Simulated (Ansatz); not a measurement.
**Cu24 slab: levels of theory**

The task, for Cu24 slab: compare levels of theory; the runs are relaxing the atoms and single point.

Computed with Ansatz 0.2.0 (DFT PBE, scalar-relativistic, plane waves, PAW, and further levels as typed in the inputs, unless a step's input says otherwise).

## 1. The starting structure

Symmetry: P-3m1, No. 164, trigonal system. The conventional cell has a = 2.567 Å, b = 2.567 Å, c = 25.287 Å, α = 90.00°, β = 90.00°, γ = 120.00°. Around Cu (site symmetry 3m) lie 9 Cu at 2.57 Å. Around Cu (site symmetry 3m) lie 12 Cu at 2.57 Å.

Coordinates:

```cif
data_structure
_symmetry_space_group_name_H-M 'P 1'
_symmetry_Int_Tables_number 1
_cell_length_a 7.7004
_cell_length_b 5.1336
_cell_length_c 25.2873
_cell_angle_alpha 90.000
_cell_angle_beta 90.000
_cell_angle_gamma 60.000
_cell_volume 865.70
loop_
_atom_site_label
_atom_site_type_symbol
_atom_site_fract_x
_atom_site_fract_y
_atom_site_fract_z
_atom_site_occupancy
Cu1 Cu 0.00000 0.00000 0.01977 1
Cu2 Cu 0.33333 0.00000 0.01977 1
Cu3 Cu 0.66667 0.00000 0.01977 1
Cu4 Cu 0.00000 0.50000 0.01977 1
Cu5 Cu 0.33333 0.50000 0.01977 1
Cu6 Cu 0.66667 0.50000 0.01977 1
Cu7 Cu 0.11111 0.16667 0.10265 1
Cu8 Cu 0.44444 0.16667 0.10265 1
Cu9 Cu 0.77778 0.16667 0.10265 1
Cu10 Cu 0.11111 0.66667 0.10265 1
Cu11 Cu 0.44444 0.66667 0.10265 1
Cu12 Cu 0.77778 0.66667 0.10265 1
Cu13 Cu 0.88889 0.33333 0.18553 1
Cu14 Cu 0.22222 0.33333 0.18553 1
Cu15 Cu 0.55556 0.33333 0.18553 1
Cu16 Cu 0.88889 0.83333 0.18553 1
Cu17 Cu 0.22222 0.83333 0.18553 1
Cu18 Cu 0.55556 0.83333 0.18553 1
Cu19 Cu 0.00000 0.00000 0.26841 1
Cu20 Cu 0.33333 0.00000 0.26841 1
Cu21 Cu 0.66667 0.00000 0.26841 1
Cu22 Cu 0.00000 0.50000 0.26841 1
Cu23 Cu 0.33333 0.50000 0.26841 1
Cu24 Cu 0.66667 0.50000 0.26841 1
```

## 2. Relaxing the atoms: Cu24 slab, no spin

input.yaml reads:

```yaml
crystal:
  lattice:
    - [7.700393, 0.0, 0.0]
    - [2.566798, 4.445824, 0.0]
    - [0.0, 0.0, 25.287344]
  atoms:
    - { symbol: Cu, position: [0.0, 0.0, 0.019773] }
    - { symbol: Cu, position: [0.333333, 0.0, 0.019773] }
    - { symbol: Cu, position: [0.666667, 0.0, 0.019773] }
    - { symbol: Cu, position: [0.0, 0.5, 0.019773] }
    - { symbol: Cu, position: [0.333333, 0.5, 0.019773] }
    - { symbol: Cu, position: [0.666667, 0.5, 0.019773] }
    - { symbol: Cu, position: [0.111111, 0.166667, 0.102651] }
    - { symbol: Cu, position: [0.444444, 0.166667, 0.102651] }
    - { symbol: Cu, position: [0.777778, 0.166667, 0.102651] }
    - { symbol: Cu, position: [0.111111, 0.666667, 0.102651] }
    - { symbol: Cu, position: [0.444444, 0.666667, 0.102651] }
    - { symbol: Cu, position: [0.777778, 0.666667, 0.102651] }
    - { symbol: Cu, position: [-0.111111, 0.333333, 0.18553] }
    - { symbol: Cu, position: [0.222222, 0.333333, 0.18553] }
    - { symbol: Cu, position: [0.555556, 0.333333, 0.18553] }
    - { symbol: Cu, position: [-0.111111, 0.833333, 0.18553] }
    - { symbol: Cu, position: [0.222222, 0.833333, 0.18553] }
    - { symbol: Cu, position: [0.555556, 0.833333, 0.18553] }
    - { symbol: Cu, position: [0.0, 0.0, 0.268409] }
    - { symbol: Cu, position: [0.333333, 0.0, 0.268409] }
    - { symbol: Cu, position: [0.666667, 0.0, 0.268409] }
    - { symbol: Cu, position: [0.0, 0.5, 0.268409] }
    - { symbol: Cu, position: [0.333333, 0.5, 0.268409] }
    - { symbol: Cu, position: [0.666667, 0.5, 0.268409] }
scf:
  occupations: { method: gaussian, width: 0.1 }
output:
  forces: true
  write_density: true
  write_potential: true
  elf: true
  volumetric_format: npy
hamiltonian:
  xc: pbe
relax:
  f_tol: 0.02
  max_steps: 90
  constraints: [{ sites: [0, 1, 2, 3, 4, 5, 6, 7, 8, 9, 10, 11] }]
kpoints:
  mp_grid: { grid: [4, 6, 1] }
```

Command:

```sh
ansatz run input.yaml --threads 12 --pin off --max-ram 20480MiB --backend cpu --events-out ev --progress --plain --runs-dir out
```

Log, cut to the lines that bear on the results:

```text
Warning: the atoms were moved onto the symmetric positions of the space group found under crystal.symmetry.tolerance 1.0e-5 (fractional; no operation is sought that the atoms, as they stand in a round, miss by more than twice it, and no atom is moved by as much as it), and the run uses [...]
Warning: crystal.symmetry: narrowed to the stabiliser of the relax constraints — unitary ops 12 → 6; lowered at sites 0, 1, 2, 3, 4, 5, 6, 7, 8, 9, 10, 11, 12, 13, 14, 15, 16, 17, 18, 19, 20, 21, 22, 23 (the operations that carried what is held of a site onto what its image site leaves [...]
Warning: RAYON_NUM_THREADS=12 ignored (pool sized by the plan → 12); use --threads N
[...]
Pseudopotentials: kind: paw
Pseudopotential: Cu, paw, valence charge 19, recommended cutoff 420 eV (normal), Cu.paw.azcp
Functional definition: PBE
[...]
Crystal: 24 atoms, lattice volume = 865.702 Å³
Basis set: ecut = 420 eV, 16955 PW (Γ), exchange–correlation on 108×72×360 points (8 copies of the dense FFT grid, shifted against one another)
Bands: 274, of which v1, the nominal top of the filled ones, is band 228 counted from 1 (227 counted from 0)
Symmetry: 6 space group operations
k-points: 14 of 24 (time reversal used)
[...]
SCF iter   1: F=—  HF=-158998.510494 eV  |F-HF|=—  |Δ(HF+E_count)|=         —  Δρ=1.60e-3  dr2=3.45e-2  ethr=1.77e-3  ⟨swp⟩=6.5  Hψ=15349  notcnv=0  defer=270
[...]
relax step   1: F+E_penalty+E_count = -158998.54290827 eV  Δ(F+E_penalty+E_count) = +0.000e0 eV  max|allowed force component| = 1.059e-1 eV/Å  Δτ_max = 0.0000 Å  (7 SCF iters, dr2 threshold 1.00e-5 eV, accepted)
[...]
relax step   2: F+E_penalty+E_count = -158998.55628575 eV  Δ(F+E_penalty+E_count) = -1.338e-2 eV  max|allowed force component| = 6.545e-2 eV/Å  Δτ_max = 0.0244 Å  (8 SCF iters, dr2 threshold 7.01e-7 eV, accepted)
[...]
WARN: The input density's exchange-correlation potential varies sharply where the density is thin. Do not read a vacuum level from v_tot or v_xc, or from such a field of the output density. On a cell that repeats whose density bears no net charge and no dipole along the vacuum's axis use [...]
--- Band table (eV; the first three rows and the last of 14) ---
[...]
--- Relaxed structure (3 steps of the walk, 3 accepted, 0 SCFs on fresh bases) ---
  F+E_penalty+E_count = -158998.56343713 eV   max|allowed force component| = 2.931e-3 eV/Å
  atoms:
    - { symbol: Cu, position: [0.0, 0.0, 0.01977275] }
    - { symbol: Cu, position: [0.3333333333333333, 0.0, 0.01977275] }
    - { symbol: Cu, position: [0.6666666666666666, 0.0, 0.01977275] }
    - { symbol: Cu, position: [0.0, 0.5, 0.01977275] }
    - { symbol: Cu, position: [0.33333333333333326, 0.5, 0.01977275] }
    - { symbol: Cu, position: [0.6666666666666666, 0.5, 0.01977275] }
    - { symbol: Cu, position: [0.111111, 0.166667, 0.10265124999999999] }
    - { symbol: Cu, position: [0.44444433333333333, 0.166667, 0.10265124999999999] }
    - { symbol: Cu, position: [0.7777776666666667, 0.166667, 0.10265124999999999] }
    - { symbol: Cu, position: [0.11111100000000002, 0.666667, 0.10265124999999999] }
    - { symbol: Cu, position: [0.4444443333333334, 0.666667, 0.10265124999999999] }
    - { symbol: Cu, position: [0.7777776666666667, 0.666667, 0.10265124999999999] }
    - { symbol: Cu, position: [-0.11111122745858196, 0.33333354618668787, 0.18430800077163834] }
    - { symbol: Cu, position: [0.22222210587475139, 0.33333354618668787, 0.18430800077163834] }
    - { symbol: Cu, position: [0.5555554392080847, 0.33333354618668787, 0.18430800077163834] }
    - { symbol: Cu, position: [-0.11111122745858201, 0.8333335461866879, 0.18430800077163834] }
    - { symbol: Cu, position: [0.22222210587475139, 0.8333335461866879, 0.18430800077163834] }
    - { symbol: Cu, position: [0.5555554392080846, 0.8333335461866879, 0.18430800077163834] }
    - { symbol: Cu, position: [-1.2347557582752626e-7, 2.2287894981609956e-7, 0.2660151234303387] }
    - { symbol: Cu, position: [0.3333332098577575, 2.228789498160995e-7, 0.2660151234303387] }
    - { symbol: Cu, position: [0.6666665431910908, 2.228789498160995e-7, 0.2660151234303387] }
    - { symbol: Cu, position: [-1.2347557579173163e-7, 0.5000002228789497, 0.2660151234303387] }
    - { symbol: Cu, position: [0.3333332098577575, 0.5000002228789497, 0.2660151234303387] }
    - { symbol: Cu, position: [0.6666665431910909, 0.5000002228789497, 0.2660151234303387] }
```

Wall time 4.1 min (12 threads of Arm Neoverse N1, shared host); peak memory 13 GiB.

Step by step:

```
step  E - E(step 1) (eV/cell)  largest force component (eV/Å)
   1                   0.0000                          0.1059
   2                  -0.0134                          0.0655
   3                  -0.0205                          0.0029
```

Step 1 is the start.

Atoms 1, 2, 3, 4, 5, 6, 7, 8, 9, 10, 11, 12, counted from 1, stay fixed.

Density in a lattice plane of the grid's cell (edges 7.70 and 25.29 Å, at 0.000 of the third edge), which holds Cu.

Ten even steps from '0' (-0.01 e/Å³) to '9' (17.63 e/Å³):
```
00000000
00000000
00000000
00000000
00000000
00000000
00000000
00000000
00000000
00000000
00000000
00000000
00000000
00000000
90040400
00000000
00000000
00000000
00000000
40020200
```
Columns run along the first of these edges and rows up along the second, over one cell in 8 and 20 even steps from the bottom left corner. Atoms in the plane (fractional): Cu at (0.00, 0.02), Cu at (0.33, 0.02), Cu at (0.67, 0.02), Cu at (1.00, 0.27), Cu at (0.33, 0.27), Cu at (0.67, 0.27).

ELF in the same plane.

Ten even steps from ' ' (0.00) to '@' (0.53):
```
..::::..::..::::
                
                
                
                
                
                
                
                
                
                
                
................
----::--==--::--
@@----**==**----
++----==--==----
==--====--====--
++----==--==----
--------==------
**----++==++----
```
Columns run along the first of these edges and rows up along the second, over one cell in 8 and 20 even steps from the bottom left corner. Atoms in the plane (fractional): Cu at (0.00, 0.02), Cu at (0.33, 0.02), Cu at (0.67, 0.02), Cu at (1.00, 0.27), Cu at (0.33, 0.27), Cu at (0.67, 0.27).

Both are smooth fields of the valence electrons: close to the nuclei they are not physical.

## 3. Relaxing the atoms: PBE+D3(BJ)

It takes the final geometry of step 2.

input.yaml reads:

```yaml
crystal:
  lattice:
    - [7.700393, 0.0, 0.0]
    - [2.566798, 4.445824, 0.0]
    - [0.0, 0.0, 25.287344]
  atoms:
    - { symbol: Cu, position: [0.0, 0.0, 0.01977275] }
    - { symbol: Cu, position: [0.3333333333, 0.0, 0.01977275] }
    - { symbol: Cu, position: [0.6666666667, 0.0, 0.01977275] }
    - { symbol: Cu, position: [0.0, 0.5, 0.01977275] }
    - { symbol: Cu, position: [0.3333333333, 0.5, 0.01977275] }
    - { symbol: Cu, position: [0.6666666667, 0.5, 0.01977275] }
    - { symbol: Cu, position: [0.111111, 0.166667, 0.10265125] }
    - { symbol: Cu, position: [0.4444443333, 0.166667, 0.10265125] }
    - { symbol: Cu, position: [0.7777776667, 0.166667, 0.10265125] }
    - { symbol: Cu, position: [0.111111, 0.666667, 0.10265125] }
    - { symbol: Cu, position: [0.4444443333, 0.666667, 0.10265125] }
    - { symbol: Cu, position: [0.7777776667, 0.666667, 0.10265125] }
    - { symbol: Cu, position: [-0.1111112275, 0.3333335462, 0.1843080008] }
    - { symbol: Cu, position: [0.2222221059, 0.3333335462, 0.1843080008] }
    - { symbol: Cu, position: [0.5555554392, 0.3333335462, 0.1843080008] }
    - { symbol: Cu, position: [-0.1111112275, 0.8333335462, 0.1843080008] }
    - { symbol: Cu, position: [0.2222221059, 0.8333335462, 0.1843080008] }
    - { symbol: Cu, position: [0.5555554392, 0.8333335462, 0.1843080008] }
    - { symbol: Cu, position: [-1.235e-07, 2.229e-07, 0.2660151234] }
    - { symbol: Cu, position: [0.3333332099, 2.229e-07, 0.2660151234] }
    - { symbol: Cu, position: [0.6666665432, 2.229e-07, 0.2660151234] }
    - { symbol: Cu, position: [-1.235e-07, 0.5000002229, 0.2660151234] }
    - { symbol: Cu, position: [0.3333332099, 0.5000002229, 0.2660151234] }
    - { symbol: Cu, position: [0.6666665432, 0.5000002229, 0.2660151234] }
scf:
  occupations: { method: gaussian, width: 0.1 }
output:
  forces: true
hamiltonian:
  xc: pbe
  dispersion: d3bj
relax:
  f_tol: 0.02
  max_steps: 60
  constraints: [{ sites: [0, 1, 2, 3, 4, 5, 6, 7, 8, 9, 10, 11] }]
kpoints:
  mp_grid: { grid: [4, 6, 1] }
```

Command:

```sh
ansatz run input.yaml --threads 12 --pin off --max-ram 20480MiB --backend cpu --events-out ev --progress --plain --runs-dir out
```

Log, cut to the lines that bear on the results:

```text
Warning: RAYON_NUM_THREADS=12 ignored (pool sized by the plan → 12); use --threads N
[...]
Pseudopotentials: kind: paw
Pseudopotential: Cu, paw, valence charge 19, recommended cutoff 420 eV (normal), Cu.paw.azcp
Functional definition: PBE
[...]
Crystal: 24 atoms, lattice volume = 865.702 Å³
Basis set: ecut = 420 eV, 16955 PW (Γ), exchange–correlation on 108×72×360 points (8 copies of the dense FFT grid, shifted against one another)
Bands: 274, of which v1, the nominal top of the filled ones, is band 228 counted from 1 (227 counted from 0)
Symmetry: 6 space group operations
Space group: P3m1 (ITA 156), of the structure as read, at distance tolerance 9.5e-5 Å
k-points: 14 of 24 (time reversal used)
[...]
SCF iter   1: F=—  HF=-159008.763333 eV  |F-HF|=—  |Δ(HF+E_count)|=         —  Δρ=1.69e-3  dr2=3.53e-2  ethr=1.77e-3  ⟨swp⟩=6.6  Hψ=15500  notcnv=0  defer=266
[...]
    - { symbol: Cu, position: [0.22222209280212246, 0.33333365149325234, 0.18228606956488946] }
    - { symbol: Cu, position: [0.5555554261354557, 0.33333365149325234, 0.18228606956488946] }
    - { symbol: Cu, position: [-0.11111124053121094, 0.8333336514932523, 0.18228606956488946] }
    - { symbol: Cu, position: [0.22222209280212246, 0.8333336514932523, 0.18228606956488946] }
    - { symbol: Cu, position: [0.5555554261354557, 0.8333336514932523, 0.18228606956488946] }
    - { symbol: Cu, position: [-1.1821855692311298e-7, 2.8565267131692846e-7, 0.26250888754021495] }
    - { symbol: Cu, position: [0.33333321511477637, 2.8565267131692846e-7, 0.26250888754021495] }
    - { symbol: Cu, position: [0.6666665484481096, 2.8565267131692846e-7, 0.26250888754021495] }
    - { symbol: Cu, position: [-1.1821855697147221e-7, 0.5000002856526714, 0.26250888754021495] }
    - { symbol: Cu, position: [0.33333321511477637, 0.5000002856526714, 0.26250888754021495] }
    - { symbol: Cu, position: [0.6666665484481096, 0.5000002856526714, 0.26250888754021495] }
```

Run time: 3.5 min. Hardware: 12 threads of Arm Neoverse N1, shared host; peak memory 11 GiB.

The steps of the relaxation:

```csv
step,E - E(step 1) (eV/cell),largest force component (eV/Å)
1,0.0000,0.1537
2,-0.0352,0.0936
3,-0.0523,0.0053
4,-0.0523,0.0052
```

Step 1 is the start.

## 4. Single point: r2SCAN

It takes the final geometry of step 3.

input.yaml reads:

```yaml
crystal:
  lattice:
    - [7.700393, 0.0, 0.0]
    - [2.566798, 4.445824, 0.0]
    - [0.0, 0.0, 25.287344]
  atoms:
    - { symbol: Cu, position: [0.0, 0.0, 0.01977275] }
    - { symbol: Cu, position: [0.3333333333, 0.0, 0.01977275] }
    - { symbol: Cu, position: [0.6666666667, 0.0, 0.01977275] }
    - { symbol: Cu, position: [0.0, 0.5, 0.01977275] }
    - { symbol: Cu, position: [0.3333333333, 0.5, 0.01977275] }
    - { symbol: Cu, position: [0.6666666667, 0.5, 0.01977275] }
    - { symbol: Cu, position: [0.111111, 0.166667, 0.10265125] }
    - { symbol: Cu, position: [0.4444443333, 0.166667, 0.10265125] }
    - { symbol: Cu, position: [0.7777776667, 0.166667, 0.10265125] }
    - { symbol: Cu, position: [0.111111, 0.666667, 0.10265125] }
    - { symbol: Cu, position: [0.4444443333, 0.666667, 0.10265125] }
    - { symbol: Cu, position: [0.7777776667, 0.666667, 0.10265125] }
    - { symbol: Cu, position: [-0.1111112405, 0.3333336515, 0.1822860696] }
    - { symbol: Cu, position: [0.2222220928, 0.3333336515, 0.1822860696] }
    - { symbol: Cu, position: [0.5555554261, 0.3333336515, 0.1822860696] }
    - { symbol: Cu, position: [-0.1111112405, 0.8333336515, 0.1822860696] }
    - { symbol: Cu, position: [0.2222220928, 0.8333336515, 0.1822860696] }
    - { symbol: Cu, position: [0.5555554261, 0.8333336515, 0.1822860696] }
    - { symbol: Cu, position: [-1.182e-07, 2.857e-07, 0.2625088875] }
    - { symbol: Cu, position: [0.3333332151, 2.857e-07, 0.2625088875] }
    - { symbol: Cu, position: [0.6666665484, 2.857e-07, 0.2625088875] }
    - { symbol: Cu, position: [-1.182e-07, 0.5000002857, 0.2625088875] }
    - { symbol: Cu, position: [0.3333332151, 0.5000002857, 0.2625088875] }
    - { symbol: Cu, position: [0.6666665484, 0.5000002857, 0.2625088875] }
scf:
  occupations: { method: gaussian, width: 0.1 }
output:
  forces: true
hamiltonian:
  xc: r2scan
kpoints:
  mp_grid: { grid: [4, 6, 1] }
```

Command:

```sh
ansatz run input.yaml --threads 12 --pin off --max-ram 20480MiB --backend cpu --events-out ev --progress --plain --runs-dir out
```

Log, cut to the lines that bear on the results:

```text
Warning: RAYON_NUM_THREADS=12 ignored (pool sized by the plan → 12); use --threads N
[...]
Pseudopotentials: kind: paw
Pseudopotential: Cu, paw, valence charge 19, recommended cutoff 500 eV (meta_gga), Cu.paw.azcp
Functional definition: r2SCAN
[...]
Crystal: 24 atoms, lattice volume = 865.702 Å³
Basis set: ecut = 500 eV, 21987 PW (Γ), exchange–correlation on 240×160×768 points (64 copies of the dense FFT grid, shifted against one another)
Bands: 252, of which v1, the nominal top of the filled ones, is band 228 counted from 1 (227 counted from 0)
Symmetry: 6 space group operations
Space group: P3m1 (ITA 156), of the structure as read, at distance tolerance 9.5e-5 Å
k-points: 14 of 24 (time reversal used)
[...]
SCF iter   1: F=—  HF=-159143.319127 eV  |F-HF|=—  |Δ(HF+E_count)|=         —  Δρ=2.50e-2  dr2=3.31e0  dr2_τ=2.36e-2  ethr=1.77e-3  ⟨swp⟩=6.6  Hψ=14539  notcnv=0  defer=35
[...]
SCF iter  10: F=-159142.871448 eV  HF=-159142.871448 eV  |F-HF|=1.19e-7  |Δ(HF+E_count)|=   1.25e-6  Δρ=4.50e-6  dr2=8.60e-8  dr2_τ=1.84e-9  ethr=2.19e-11  ⟨swp⟩=5.0  Hψ=13607  notcnv=0
[...]
SCF converged after 10 iterations
Free energy (F): -159142.871448 eV
[...]
E sigma→0 (E₀):  -159142.855373 eV
Entropy (-TS):   -0.032150 eV (-1.340 meV/atom)
Fermi energy:    2.192594 eV
[...]
--- Forces (eV/Å), atoms counted from 1 ---
  atom   1  Cu     0.00000004     0.00000091     0.33287628
  atom   2  Cu     0.00000004     0.00000091     0.33287628
  atom   3  Cu     0.00000004     0.00000091     0.33287628
  atom   4  Cu     0.00000004     0.00000091     0.33287628
  atom   5  Cu     0.00000004     0.00000091     0.33287628
  atom   6  Cu     0.00000004     0.00000091     0.33287628
  atom   7  Cu    -0.00000009    -0.00000110    -0.31622611
  atom   8  Cu    -0.00000009    -0.00000110    -0.31622611
[...]
```

Run time: 2.1 min. Hardware: 12 threads of Arm Neoverse N1, shared host; peak memory 14 GiB.

## 5. Results

| step | level | energy (eV) | gap on the mesh (eV) | time |
| --- | --- | --- | --- | --- |
| 2 | PBE | -158998.538 | 0.00 | 4.1 min |
| 3 | PBE+D3(BJ) | -159008.831 | n/a | 3.5 min |
| 4 | r2SCAN | -159142.855 | n/a | 2.1 min |

Totals of different systems or levels have different zeros; only balanced differences at one level mean anything.

In words: The rows set the runs side by side; convergence of the settings was not tested in this session.
